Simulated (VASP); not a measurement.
# SiS2 (Ibam) in VASP: single point with PBE

Aim: the single point of SiS2 with PBE.

Everything below comes from runs of VASP 6.6.1. Logs are shortened: lines on timing, memory, paths and dates and some standing lists are left out, and cuts for length are marked.

## Step 1: Starting point

It takes space group Ibam (No. 72, orthorhombic). Conventional cell: a = 5.749 Å, b = 9.821 Å, c = 5.549 Å, α = 90.00°, β = 90.00°, γ = 90.00°. Around Si (site symmetry 222) lie 4 S at 2.13 Å. Around S (site symmetry m) lie 2 Si at 2.13 Å.

The cell comes from a database or a generator and needn't be the stable form of this composition.

## Step 2: Single point, PBE

INCAR reads:

```
PREC = Accurate
ENCUT = 520
EDIFF = 1E-6
ISMEAR = 0
SIGMA = 0.1
LREAL = F
LASPH = T
NELM = 100
ALGO = Normal
ISIF = 2
LWAVE = F
LCHARG = F
GGA = PE
NBANDS = 25
```

KPOINTS reads:

```
Automatic mesh
0
Gamma
  4 4 4
```

POSCAR reads:

```
SiS2
1.0
   -2.8746900000      4.9104520000      2.7743530000
    2.8746900000     -4.9104520000      2.7743530000
    2.8746900000      4.9104520000     -2.7743530000
Si S
2 4
Direct
    0.7500000000      0.7500000000      0.0000000000
    0.2500000000      0.2500000000      0.0000000000
    0.8847450000      0.7985650000      0.6833100000
    0.1152550000      0.2014350000      0.3166900000
    0.6152550000      0.2985650000      0.9138200000
    0.3847450000      0.7014350000      0.0861800000
```

Potentials or basis: VASP PAW PBE potentials, release 64 (Si, S).

Started as:

```sh
> cat potpaw_PBE.64/Si/POTCAR potpaw_PBE.64/S/POTCAR > POTCAR
> mpirun -np 1 vasp_std > vasp.out
```

OUTCAR:

```text
PREC = Accurate
   ENCUT = 520
   EDIFF = 1E-6
   ISMEAR = 0
   LREAL = F
   LASPH = T
   NELM = 100
   ISIF = 2
   GGA = PE

 ion  position               nearest neighbor table
   1  0.750  0.750  0.000-   5 2.13   4 2.13   6 2.13   3 2.13   2 2.77   2 2.77
   2  0.250  0.250  0.000-   5 2.13   3 2.13   4 2.13   6 2.13   1 2.77   1 2.77
   3  0.885  0.799  0.683-   1 2.13   2 2.13
   4  0.115  0.201  0.317-   1 2.13   2 2.13
   5  0.615  0.299  0.914-   1 2.13   2 2.13
   6  0.385  0.701  0.086-   1 2.13   2 2.13

  LATTYP: Found a body centered orthorhombic cell.
 ALAT       =     5.5487060000
 B/A-ratio  =     1.0361659097
 C/A-ratio  =     1.7699449205

  Lattice vectors:

 A1 = (   2.8746900000,   4.9104520000,  -2.7743530000)
 A2 = (  -2.8746900000,   4.9104520000,   2.7743530000)
 A3 = (   2.8746900000,  -4.9104520000,   2.7743530000)

Analysis of symmetry for initial positions (statically):
=====================================================================
 Subroutine PRICEL returns:
 Original cell was already a primitive cell.

 Routine SETGRP: Setting up the symmetry group for a
 body centered orthorhombic supercell.

 Subroutine GETGRP returns: Found  8 space group operations
 (whereof  4 operations were pure point group operations)
 out of a pool of  8 trial point group operations.

The static configuration has the point symmetry C_2h.
 The point group associated with its full space group is D_2h.

Analysis of symmetry for dynamics (positions and initial velocities):
=====================================================================
 Subroutine PRICEL returns:
 Original cell was already a primitive cell.

 Routine SETGRP: Setting up the symmetry group for a
 body centered orthorhombic supercell.

 Subroutine GETGRP returns: Found  8 space group operations
 (whereof  4 operations were pure point group operations)
 out of a pool of  8 trial point group operations.

The dynamic configuration has the point symmetry C_2h.
 The point group associated with its full space group is D_2h.

 Subroutine INISYM returns: Found  8 space group operations
 (whereof  4 operations are pure point group operations),
 and found     1 'primitive' translations

----------------------------------------------------------------------------------------

                                     Primitive cell

  volume of cell :     156.6514

  direct lattice vectors                    reciprocal lattice vectors
    -2.874690000  4.910452000  2.774353000     0.000000000  0.101823620  0.180222200
     2.874690000 -4.910452000  2.774353000     0.173931798  0.000000000  0.180222200
     2.874690000  4.910452000 -2.774353000     0.173931798  0.101823620  0.000000000

  length of vectors
     6.330356705  6.330356705  6.330356705     0.206997804  0.250464192  0.201544834

  position of ions in fractional coordinates (direct lattice)
     0.750000000  0.750000000  0.000000000
     0.250000000  0.250000000  0.000000000
     0.884745000  0.798565000  0.683310000
     0.115255000  0.201435000  0.316690000
     0.615255000  0.298565000  0.913820000
     0.384745000  0.701435000  0.086180000

  ion indices of the primitive-cell ions
   primitive index   ion index
                 1           1
                 2           2
                 3           3
                 4           4
                 5           5
                 6           6

----------------------------------------------------------------------------------------

 KPOINTS: Automatic mesh

Automatic generation of k-mesh.
 Grid dimensions read from file:
 generate k-points for:    4    4    4

 Generating k-lattice:

  Cartesian coordinates                     Fractional coordinates (reciprocal lattice)
     0.000000000  0.025455905  0.045055550     0.250000000  0.000000000  0.000000000
     0.043482949  0.000000000  0.045055550     0.000000000  0.250000000  0.000000000
     0.043482949  0.025455905  0.000000000     0.000000000  0.000000000  0.250000000

  Length of vectors
     0.051749451  0.062616048  0.050386208

  Shift w.r.t. Gamma in fractional coordinates (k-lattice)
     0.000000000  0.000000000  0.000000000

 Subroutine IBZKPT returns following result:
 ===========================================

 Found     18 irreducible k-points:

 Following reciprocal coordinates:
            Coordinates               Weight
  0.000000  0.000000  0.000000      1.000000
  0.250000  0.000000  0.000000      4.000000
  0.500000  0.000000  0.000000      2.000000
 -0.000000  0.250000  0.000000      4.000000
  0.250000  0.250000  0.000000      8.000000
  0.500000  0.250000 -0.000000      8.000000
[... 10 lines left out ...]
 -0.250000 -0.250000  0.250000      2.000000
  0.500000  0.500000  0.500000      1.000000
   k-points           NKPTS =     18   k-points in BZ     NKDIM =     18   number of bands    NBANDS=     25
   number of dos      NEDOS =    301   number of ions     NIONS =      6
   total plane-waves  NPLWV = 110592
   dimension x,y,z NGX =    48 NGY =   48 NGZ =   48
   dimension x,y,z NGXF=    96 NGYF=   96 NGZF=   96
   ions per type =               2   4
   NGX,Y,Z   is equivalent  to a cutoff of  12.61, 12.61, 12.61 a.u.
   NGXF,Y,Z  is equivalent  to a cutoff of  25.21, 25.21, 25.21 a.u.
 SYSTEM =  unknown system
   PREC   = accura    normal or accurate (medium, high low for compatibility)
   ISTART =      0    job   : 0-new  1-cont  2-samecut
   ICHARG =      2    charge: 1-file 2-atom 10-const
   ISPIN  =      1    spin polarized calculation?
   LNONCOLLINEAR =      F non collinear calculations
   LSORBIT =      F    spin-orbit coupling
   LASPH  =      T    aspherical Exc in radial PAW
   ENCUT  =  520.0 eV  38.22 Ry    6.18 a.u.  11.77 11.77 11.77*2*pi/ulx,y,z
   NELM   =    100;   NELMIN=  2; NELMDL= -5     # of ELM steps
   EDIFF  = 0.1E-05   stopping-criterion for ELM
   LREAL  =      F    real-space projection
   EDIFFG = 0.1E-04   stopping-criterion for IOM
   NSW    =      0    number of steps for IOM
   IBRION =     -1    ionic relax: 0-MD 1-quasi-New 2-CG
   NFREE  =      0    steps in history (QN), initial steepest desc. (CG)
   ISIF   =      2    stress and relaxation
   ISYM   =      2    0-nonsym 1-usesym 2-fastsym
   POTIM  = 0.5000    time-step for ionic-motion
   TEBEG  =    0.0;   TEEND  =   0.0 temperature during run
   PSTRESS=    0.0 pullay stress
   NELECT =      32.0000    total number of electrons
   NUPDOWN=      -1.0000    fix difference up-down
   EMIN   =  10.00;   EMAX   =-10.00  energy-range for DOS
   EFERMI =   0.00;   METHOD = LEGACY
   ISMEAR =     0;   SIGMA  =   0.10  broadening in eV -4-tet -1-fermi 0-gaus
   EFERMI_NEDOS =   21; number of points for ismear=-14 and -15
   IALGO  =     38    algorithm
   IMIX   =      4    mixing-type and parameters
     AMIX     =   0.40;   BMIX     =  1.00
     AMIX_MAG =   1.60;   BMIX_MAG =  1.00
  volume/ion in A,a.u.               =      26.11       176.19
  Fermi-wavevector in a.u.,A,eV,Ry     =   0.964155  1.821988 12.647900  0.929594
  Thomas-Fermi vector in A             =   2.093762
   LORBIT       =      0    0 simple, 1 ext, 2 COOP (PROOUT), +10 PAW based schemes
   GGA     = PE    functional components
   LHFCALC =     F    Hartree Fock is set to
   AEXX    =    0.0000 exact exchange contribution
   IVDW    =     0    specifies the selected vdW correction
   LEPSILON=     F    determine dielectric tensor
   LRPA    =     F    only Hartree local field effects (RPA)
 non-spin polarized calculation
 Gauss-broadening in eV      SIGMA  =   0.10
  energy-cutoff  :      520.00
  volume of cell :      156.65
 maximum number of plane-waves:      4238
   NGX = 23   NGY = 23   NGZ = 23

 number of electron      31.9999997 magnetization

 Free energy of the ion-electron system (eV)
  ---------------------------------------------------
  ext. energy  EPLUGINS =         0.00000000
  ---------------------------------------------------
  free energy    TOTEN  =       -31.36822909 eV

  energy without entropy =      -31.36822909  energy(sigma->0) =      -31.36822909

 E-fermi :   2.0773     XC(G=0):  -7.9449

 val. band max:        1.6335607619   @ k =  -0.2500   0.2500   0.2500
 cond. band min:       4.6320539756   @ k =   0.5000  -0.2500   0.2500
 fundamental gap:      2.9984932137
 Fermi energy:         2.0773259827

 k-point     1 :       0.0000    0.0000    0.0000
  band No.  band energies     occupation
      1     -12.9213      2.00000
      2     -10.8485      2.00000
      3     -10.2809      2.00000
      4     -10.1727      2.00000
      5      -5.9126      2.00000
      6      -4.2219      2.00000
[... 17 lines left out ...]
     24       8.5454      0.00000
     25       8.7933      0.00000

 k-point     2 :       0.2500    0.0000    0.0000
  band No.  band energies     occupation
      1     -12.6929      2.00000
      2     -11.2698      2.00000
      3     -10.2922      2.00000
      4     -10.2163      2.00000
      5      -5.3819      2.00000
      6      -4.1593      2.00000
[... 17 lines left out ...]
     24       8.2741      0.00000
     25       8.8666      0.00000

 k-point     3 :       0.5000    0.0000    0.0000
  band No.  band energies     occupation
      1     -12.0663      2.00000
      2     -12.0663      2.00000
      3     -10.2812      2.00000
      4     -10.2812      2.00000
      5      -4.4460      2.00000
      6      -4.4460      2.00000
[... 384 lines left out ...]
 k-point    17 :      -0.2500   -0.2500    0.2500
  band No.  band energies     occupation
      1     -12.1123      2.00000
      2     -12.0168      2.00000
      3     -10.3419      2.00000
      4     -10.2243      2.00000
      5      -4.5082      2.00000
      6      -4.3597      2.00000
[... 17 lines left out ...]
     24       8.0967      0.00000
     25       9.8175      0.00000

 k-point    18 :       0.5000    0.5000    0.5000
  band No.  band energies     occupation
      1     -12.8000      2.00000
      2     -10.8665      2.00000
      3     -10.4471      2.00000
      4     -10.3145      2.00000
      5      -6.0211      2.00000
      6      -3.7869      2.00000
[... 17 lines left out ...]
     24       8.0038      0.00000
     25       8.4706      0.00000

------------------------ aborting loop because EDIFF is reached ----------------------------------------

  FORCE on cell =-STRESS in cart. coord.  units (eV):
  Direction    XX          YY          ZZ          XY          YZ          ZX
  --------------------------------------------------------------------------------------
  -------------------------------------------------------------------------------------
  Total        1.6642458      1.7114482      1.7546367      0.0000000      0.0000000      0.0000000
  in kB       17.0213445     17.5041140     17.9458323      0.0000000      0.0000000      0.0000000
  external PRESSURE =      17.4904302 kB  Pullay stress =       0.0000000 kB

 VOLUME and BASIS-vectors are now :
 -----------------------------------------------------------------------------
  energy-cutoff  :      520.00
  volume of cell :      156.65
      direct lattice vectors                 reciprocal lattice vectors
    -2.874690000  4.910452000  2.774353000     0.000000000  0.101823620  0.180222200
     2.874690000 -4.910452000  2.774353000     0.173931798  0.000000000  0.180222200
     2.874690000  4.910452000 -2.774353000     0.173931798  0.101823620  0.000000000

 POSITION                                       TOTAL-FORCE (eV/Angst)
 -----------------------------------------------------------------------------------
      0.00000      0.00000      4.16153        -0.000000     -0.000000     -0.000000
      0.00000      0.00000      1.38718        -0.000000     -0.000000     -0.000000
      1.71656      3.77854      2.77435        -0.202505     -0.193462     -0.000000
      1.15813      1.13191     -0.00000         0.202505      0.193462      0.000000
      1.71656      6.04236     -0.00000        -0.202505      0.193462      0.000000
      1.15813     -1.13191      2.77435         0.202505     -0.193462      0.000000
 -----------------------------------------------------------------------------------
    total drift:                                0.000000     -0.000000      0.000000

  FREE ENERGIE OF THE ION-ELECTRON SYSTEM (eV)
  ---------------------------------------------------
  free  energy   TOTEN  =       -31.3682290943 eV

  energy  without entropy=      -31.3682290943  energy(sigma->0) =      -31.36822909
```

Wall time 38 s (1 thread of Intel Xeon 6975P-C (Granite Rapids), shared host); peak memory 0.32 GiB.

Results:

* Free energy: -31.3682 eV
* Pressure: 1.7 GPa
* Largest force: 0.280 eV/Å
* Band gap on the k mesh: 3.00 eV, indirect (least direct gap 3.19 eV)

Forces on the atoms (eV/Å):
```
Si   0.000  0.000  0.000
Si   0.000  0.000  0.000
S   -0.203 -0.193  0.000
S    0.203  0.193  0.000
S   -0.203  0.193  0.000
S    0.203 -0.193  0.000
```
